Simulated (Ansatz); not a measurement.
## TiSi2 (Cmcm)

Computed with DFT PBE, scalar-relativistic, plane waves, PAW in Ansatz.

Settings: cutoff 420 eV, Γ-centred mesh 10×10×10 on the computed 6-atom cell, Gaussian smearing of 0.10 eV; no spin polarisation.

The structure is relaxed at this level of theory with its symmetry kept. This form isn't the usual stable structure of the compound.

```
Ti Si
1.0
     1.77380   -6.78034    0.00000
     1.77380    6.78034    0.00000
     0.00000    0.00000    3.57922
Ti Si
2 4
Cartesian
  1.7738 -5.3811 2.6844
  1.7738 5.3811 0.8948
  1.7738 -0.8021 2.6844
  1.7738 0.8021 0.8948
  1.7738 3.3925 2.6844
  1.7738 -3.3925 0.8948
```

* Space group: Cmcm (No. 63)
* Volume per atom: 14.35 Å³
* Formation energy from the elements' standard states (uncorrected): -0.566 eV/atom
* Kohn–Sham band gap: none (metal)
* Density of states at the Fermi level: 1.30 states/eV per cell
* Löwdin character within 0.5 eV of the Fermi level: Ti 3d 71 %, Si 3p 21 %, unprojected 5 %
* Bulk modulus: 126 GPa
* Its pressure derivative: 4.2
* Bader charges (e): Ti (2 in the cell) 1.16, Si (2 in the cell) -0.72, Si (2 in the cell) -0.44